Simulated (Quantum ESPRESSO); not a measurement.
Set up this calculation in Quantum ESPRESSO 7.5, as the native input.

* Task: phonon dispersion
* Functional: PBE
* Potentials or basis: PseudoDojo 0.4.1 SR PBE standard
* Cutoff: 1143 eV
* Density cutoff: 4572 eV
* k mesh: 2 × 2 × 2, shifted
* Occupations: fermi-dirac, width 0.05 eV
* Spin: no spin polarisation
* Mixing beta: 0.5
* Most SCF iterations: 120
* SCF threshold: 1e-09 Ry
* q mesh: 2 × 2 × 2

The system is BaZrO3.

```
Ba Zr O
1.0
     4.19134    0.00000    0.00000
     0.00000    4.19134    0.00000
     0.00000    0.00000    4.19134
Ba Zr O
1 1 3
Direct
  0.00000 0.00000 0.00000
  0.50000 0.50000 0.50000
  0.50000 0.50000 0.00000
  0.50000 0.00000 0.50000
  0.00000 0.50000 0.50000
```

These files were run (other wordings do the same):

pw.in

```
&CONTROL
  calculation = 'scf'
  prefix = 'pwscf'
  outdir = './tmp'
  pseudo_dir = './pseudo'
  tprnfor = .true.
  tstress = .true.
  disk_io = 'low'
/
&SYSTEM
  ibrav = 0
  nat = 5
  ntyp = 3
  ecutwfc = 84
  nbnd = 28
  occupations = 'smearing'
  smearing = 'fd'
  degauss = 0.00367493
/
&ELECTRONS
  conv_thr = 1d-09
  electron_maxstep = 120
  mixing_beta = 0.5
/
ATOMIC_SPECIES
Ba   137.3270 Ba.upf
Zr    91.2240 Zr.upf
O     15.9990 O.upf
CELL_PARAMETERS angstrom
   4.1913400000    0.0000000000    0.0000000000
   0.0000000000    4.1913400000    0.0000000000
   0.0000000000    0.0000000000    4.1913400000
ATOMIC_POSITIONS crystal
Ba     0.0000000000    0.0000000000    0.0000000000
Zr     0.5000000000    0.5000000000    0.5000000000
O      0.5000000000    0.5000000000    0.0000000000
O      0.5000000000    0.0000000000    0.5000000000
O      0.0000000000    0.5000000000    0.5000000000
K_POINTS automatic
2 2 2 1 1 1
```

relax.in

```
&CONTROL
  calculation = 'vc-relax'
  prefix = 'pwscf'
  outdir = './tmp'
  pseudo_dir = './pseudo'
  tprnfor = .true.
  tstress = .true.
  disk_io = 'low'
  nstep = 40
  forc_conv_thr = 0.0001
  etot_conv_thr = 1d-06
/
&SYSTEM
  ibrav = 0
  nat = 5
  ntyp = 3
  ecutwfc = 84
  nbnd = 28
  occupations = 'smearing'
  smearing = 'fd'
  degauss = 0.00367493
/
&ELECTRONS
  conv_thr = 1d-09
  electron_maxstep = 120
  mixing_beta = 0.5
/
&IONS
  ion_dynamics = 'bfgs'
/
&CELL
  cell_dynamics = 'bfgs'
  press = 0
  press_conv_thr = 0.2
/
ATOMIC_SPECIES
Ba   137.3270 Ba.upf
Zr    91.2240 Zr.upf
O     15.9990 O.upf
CELL_PARAMETERS angstrom
   4.1913400000    0.0000000000    0.0000000000
   0.0000000000    4.1913400000    0.0000000000
   0.0000000000    0.0000000000    4.1913400000
ATOMIC_POSITIONS crystal
Ba     0.0000000000    0.0000000000    0.0000000000
Zr     0.5000000000    0.5000000000    0.5000000000
O      0.5000000000    0.5000000000    0.0000000000
O      0.5000000000    0.0000000000    0.5000000000
O      0.0000000000    0.5000000000    0.5000000000
K_POINTS automatic
2 2 2 1 1 1
```

scf2.in

```
&CONTROL
  calculation = 'scf'
  prefix = 'pwscf'
  outdir = './tmp'
  pseudo_dir = './pseudo'
  tprnfor = .true.
  tstress = .true.
  disk_io = 'low'
/
&SYSTEM
  ibrav = 0
  nat = 5
  ntyp = 3
  ecutwfc = 84
  nbnd = 28
  occupations = 'fixed'
/
&ELECTRONS
  conv_thr = 1d-13
  electron_maxstep = 120
  mixing_beta = 0.5
  startingpot = 'file'
  startingwfc = 'file'
/
ATOMIC_SPECIES
Ba   137.3270 Ba.upf
Zr    91.2240 Zr.upf
O     15.9990 O.upf
CELL_PARAMETERS angstrom
   4.2236174983    0.0000000000    0.0000000000
   0.0000000000    4.2236174983    0.0000000000
   0.0000000000    0.0000000000    4.2236174983
ATOMIC_POSITIONS crystal
Ba     0.0000000000    0.0000000000    0.0000000000
Zr     0.5000000000    0.5000000000    0.5000000000
O      0.5000000000    0.5000000000    0.0000000000
O      0.5000000000    0.0000000000    0.5000000000
O      0.0000000000    0.5000000000    0.5000000000
K_POINTS automatic
2 2 2 1 1 1
```

ph.in

```
phonon_bands of BaZrO3
&INPUTPH
  prefix = 'pwscf'
  outdir = './tmp'
  tr2_ph = 1d-18
  fildyn = 'dyn'
  niter_ph = 90
  alpha_mix(1) = 0.7
  epsil = .true.
  ldisp = .true.
  nq1 = 2
  nq2 = 2
  nq3 = 2
/
```

q2r.in

```
&INPUT
  fildyn = 'dyn'
  zasr = 'crystal'
  flfrc = 'fc'
/
```

matdyn.in

```
&INPUT
  asr = 'crystal'
  flfrc = 'fc'
  flfrq = 'freq'
  q_in_cryst_coord = .true.
  flvec = ' '
/
80
 0.0000000000  0.0000000000  0.0000000000
 0.0000000000  0.0500000000  0.0000000000
 0.0000000000  0.1000000000  0.0000000000
 0.0000000000  0.1500000000  0.0000000000
 0.0000000000  0.2000000000  0.0000000000
 0.0000000000  0.2500000000  0.0000000000
 0.0000000000  0.3000000000  0.0000000000
 0.0000000000  0.3500000000  0.0000000000
 0.0000000000  0.4000000000  0.0000000000
 0.0000000000  0.4500000000  0.0000000000
 0.0000000000  0.5000000000  0.0000000000
 0.0500000000  0.5000000000  0.0000000000
 0.1000000000  0.5000000000  0.0000000000
 0.1500000000  0.5000000000  0.0000000000
 0.2000000000  0.5000000000  0.0000000000
 0.2500000000  0.5000000000  0.0000000000
 0.3000000000  0.5000000000  0.0000000000
 0.3500000000  0.5000000000  0.0000000000
 0.4000000000  0.5000000000  0.0000000000
 0.4500000000  0.5000000000  0.0000000000
 0.5000000000  0.5000000000  0.0000000000
 0.4642857143  0.4642857143  0.0000000000
 0.4285714286  0.4285714286  0.0000000000
 0.3928571429  0.3928571429  0.0000000000
 0.3571428571  0.3571428571  0.0000000000
 0.3214285714  0.3214285714  0.0000000000
 0.2857142857  0.2857142857  0.0000000000
 0.2500000000  0.2500000000  0.0000000000
 0.2142857143  0.2142857143  0.0000000000
 0.1785714286  0.1785714286  0.0000000000
 0.1428571429  0.1428571429  0.0000000000
 0.1071428571  0.1071428571  0.0000000000
 0.0714285714  0.0714285714  0.0000000000
 0.0357142857  0.0357142857  0.0000000000
 0.0000000000  0.0000000000  0.0000000000
 0.0277777778  0.0277777778  0.0277777778
 0.0555555556  0.0555555556  0.0555555556
 0.0833333333  0.0833333333  0.0833333333
 0.1111111111  0.1111111111  0.1111111111
 0.1388888889  0.1388888889  0.1388888889
 0.1666666667  0.1666666667  0.1666666667
 0.1944444444  0.1944444444  0.1944444444
 0.2222222222  0.2222222222  0.2222222222
 0.2500000000  0.2500000000  0.2500000000
 0.2777777778  0.2777777778  0.2777777778
 0.3055555556  0.3055555556  0.3055555556
 0.3333333333  0.3333333333  0.3333333333
 0.3611111111  0.3611111111  0.3611111111
 0.3888888889  0.3888888889  0.3888888889
 0.4166666667  0.4166666667  0.4166666667
 0.4444444444  0.4444444444  0.4444444444
 0.4722222222  0.4722222222  0.4722222222
 0.5000000000  0.5000000000  0.5000000000
 0.4666666667  0.5000000000  0.4666666667
 0.4333333333  0.5000000000  0.4333333333
 0.4000000000  0.5000000000  0.4000000000
 0.3666666667  0.5000000000  0.3666666667
 0.3333333333  0.5000000000  0.3333333333
 0.3000000000  0.5000000000  0.3000000000
 0.2666666667  0.5000000000  0.2666666667
 0.2333333333  0.5000000000  0.2333333333
 0.2000000000  0.5000000000  0.2000000000
 0.1666666667  0.5000000000  0.1666666667
 0.1333333333  0.5000000000  0.1333333333
 0.1000000000  0.5000000000  0.1000000000
 0.0666666667  0.5000000000  0.0666666667
 0.0333333333  0.5000000000  0.0333333333
 0.0000000000  0.5000000000  0.0000000000
 0.5000000000  0.5000000000  0.0000000000
 0.5000000000  0.5000000000  0.0454545455
 0.5000000000  0.5000000000  0.0909090909
 0.5000000000  0.5000000000  0.1363636364
 0.5000000000  0.5000000000  0.1818181818
 0.5000000000  0.5000000000  0.2272727273
 0.5000000000  0.5000000000  0.2727272727
 0.5000000000  0.5000000000  0.3181818182
 0.5000000000  0.5000000000  0.3636363636
 0.5000000000  0.5000000000  0.4090909091
 0.5000000000  0.5000000000  0.4545454545
 0.5000000000  0.5000000000  0.5000000000
```

matdyn_dos.in

```
&INPUT
  asr = 'crystal'
  flfrc = 'fc'
  dos = .true.
  fldos = 'phdos'
  nk1 = 8
  nk2 = 8
  nk3 = 8
  deltaE = 2
  flvec = ' '
  flfrq = ' '
/
```

matdyn_mesh.in

```
&INPUT
  asr = 'crystal'
  flfrc = 'fc'
  flfrq = 'mesh'
  q_in_cryst_coord = .true.
  flvec = ' '
/
64
 0.12500000  0.12500000  0.12500000
 0.12500000  0.12500000  0.37500000
 0.12500000  0.12500000  0.62500000
[... 61 further points of the even 4 x 4 x 4 mesh, shifted by half a step ...]
```

Potentials or basis: PseudoDojo 0.4.1 SR PBE standard.

The run is started by

```console
$ OMP_NUM_THREADS=1 mpirun -n 4 pw.x -in pw.in > pw.out
$ OMP_NUM_THREADS=1 mpirun -n 4 pw.x -in relax.in > relax.out
$ OMP_NUM_THREADS=1 mpirun -n 4 pw.x -in scf2.in > scf2.out
$ OMP_NUM_THREADS=1 mpirun -n 4 ph.x -in ph.in > ph.out
$ OMP_NUM_THREADS=1 mpirun -n 1 q2r.x -in q2r.in > q2r.out
$ OMP_NUM_THREADS=1 mpirun -n 1 matdyn.x -in matdyn.in > matdyn.out
$ OMP_NUM_THREADS=1 mpirun -n 1 matdyn.x -in matdyn_dos.in > matdyn_dos.out
$ OMP_NUM_THREADS=1 mpirun -n 1 matdyn.x -in matdyn_mesh.in > matdyn_mesh.out
```

Results of the run:

```yaml
Relaxed_volume: 15.07 Å³/atom
Relaxed_cell: a = 4.224 Å, b = 4.224 Å, c = 4.224 Å, α = 90.00°, β = 90.00°, γ = 90.00°
Space_group_after_relaxing_to_0.05_Å: Pm-3m (No. 221)
Pressure_after_relaxing: 0.0 GPa
Electronic_dielectric_tensor_diagonal: 4.64
Born_charges_mean_of_the_diagonal: Ba +2.72; Zr +5.80; O -2.55 e
Highest_phonon_frequency_LO-TO_splitting_left_out: 764 cm⁻¹
Zero-point_energy: 0.054 eV/atom
```

Caveat: the k mesh is coarse (spacing up to 0.75 Å⁻¹), so the values aren't converged; the mesh is thin for the dielectric tensor, Born charges and intensities, which usually come out too large; this release of the barium file is off; the Born charges break their sum rule by 0.87 e, a sign of too thin a mesh.

Run time: 7.7 min on 4 MPI ranks on Intel(R) Xeon(R) Processor @ 2.50GHz (Skylake/Cascade Lake), on a shared host, peak memory 0.36 GiB a rank.
